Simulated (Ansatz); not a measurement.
# Generalised stacking fault in TiC

Computed with DFT PBE, scalar-relativistic, plane waves, PAW (Ansatz). The runs took a 420 eV cutoff, a Γ-centred 22×22×4 mesh and Gaussian smearing (0.15 eV). No spin polarisation. Energies are free energies at this smearing, counted from the undisturbed cell; pressure is positive in compression.

Zero of the scan (relaxed at this level):

```
CELL_PARAMETERS angstrom
2.16646 -2.16646 0.00000
2.16646 0.00000 -2.16646
8.66585 8.66585 8.66585
ATOMIC_POSITIONS crystal
Ti 0.33333 0.33333 0.20833
Ti 0.66667 0.66667 0.04167
Ti 0.00000 0.00000 0.37500
Ti 0.33333 0.33333 0.70833
Ti 0.66667 0.66667 0.54167
Ti 0.00000 0.00000 0.87500
C 0.66667 0.66667 0.29167
C 0.00000 0.00000 0.12500
C 0.33333 0.33333 0.45833
C 0.66667 0.66667 0.79167
C 0.00000 0.00000 0.62500
C 0.33333 0.33333 0.95833
```

The cut lies on the cell's a–b face, a (1 1 1) plane (indices in the standard cell, whose axes needn't be the Cartesian ones shown) of area 8.13 Å², between layers 1.25 Å apart. Vector c is tilted by f times 1·a + 1·b (length 5.307 Å) with the atoms' Cartesian places fixed: one unrelaxed fault a cell. The cell is metallic on the mesh throughout.

```
     f  γ (mJ/m²) shear traction, the slope of γ along the slip (GPa)
0.0000          0                                                  0.0
0.1667       2696                                                 31.9
0.3333       3446                                                  0.0
0.5000       8802                                                170.3
```

Cost: 4 runs of about 22 core-minutes in all, on Arm Neoverse V1 (shared hosts).